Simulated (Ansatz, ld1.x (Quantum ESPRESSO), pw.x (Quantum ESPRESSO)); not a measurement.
Equation-of-state test of one RRKJ potential (chromium (Cr))

* Element: Cr (Z = 24)
* Generator: ld1.x (Quantum ESPRESSO) 7.5
* Type: norm-conserving RRKJ (Kleinman–Bylander form)
* Functional: PBE
* Relativity: scalar-relativistic
* Frozen core: [Ar]
* Valence charge: 6
* Reference configuration: 3d5 4s0 4p0 (charge +1)
* Partial waves: 4p (bound, empty): rc 3.55 bohr; 3d (bound): rc 1.45 bohr; 4s (bound, empty): rc 1.80 bohr
* Local potential: the s channel
* Core correction: none
* rho0: 0.02

Crystal test: diamond Cr in pw.x 7.5, no spin, 9³ k-points, Fermi–Dirac smearing 0.01 Ry, cutoffs 135/540 Ry. The reference is all-electron LAPW (Ansatz 0.2.0) with the same functional, mesh and smearing; V0 and B0 come from Birch–Murnaghan fits to the pressures at five volumes. Errors are pseudo minus all-electron; Δ is the rms difference of the E(V) curves that follow from these fits, minima aligned, over ±6 % about the mean V0. Mesh and smearing are coarse, so the numbers serve the comparison and aren't converged zero-temperature values; the lattice is a test structure that the element need not adopt. Spin polarisation and strong correlation are left out, which matters for this element.

```
V (Å³/atom)  P all-electron (GPa)  P pseudo (GPa)
     15.808                  5.62           -1.86
     16.224                  2.61           -4.39
     16.640                 -0.06           -6.61
     17.056                 -2.42           -8.56
     17.472                 -4.52          -10.25
```

All-electron: a0 = 5.105 Å (V0 = 16.63 Å³/atom), B0 = 100.6 GPa.

Pseudopotential: mean pressure error (GPa): -6.58. The pressure does not cross zero within the volumes sampled, so no fit is given. The largest radius (3.55 bohr) exceeds half the bond length (2.09 bohr), so the spheres overlap, which is one possible source of error among others. This is a poor potential for the solid. Atomic configuration tests: 1 of 7 tests not solved or not reliable.

At the middle volume, how do free energy and pressure move when the wave cutoff is lowered (ecutrho kept at four times it)?

| cutoff (Ry) | shift of F (meV/atom) | shift of P (GPa) |
| --- | --- | --- |
| 61 | +1659.0 | -100.09 |
| 81 | +35.3 | -3.55 |
| 108 | +7.2 | -0.43 |

The run at the middle volume (35 k-points, 14 iterations) took about 48 s on one core of a shared host (Intel(R) Xeon(R) 6975P-C, 192 threads, 756 GiB, load 48).
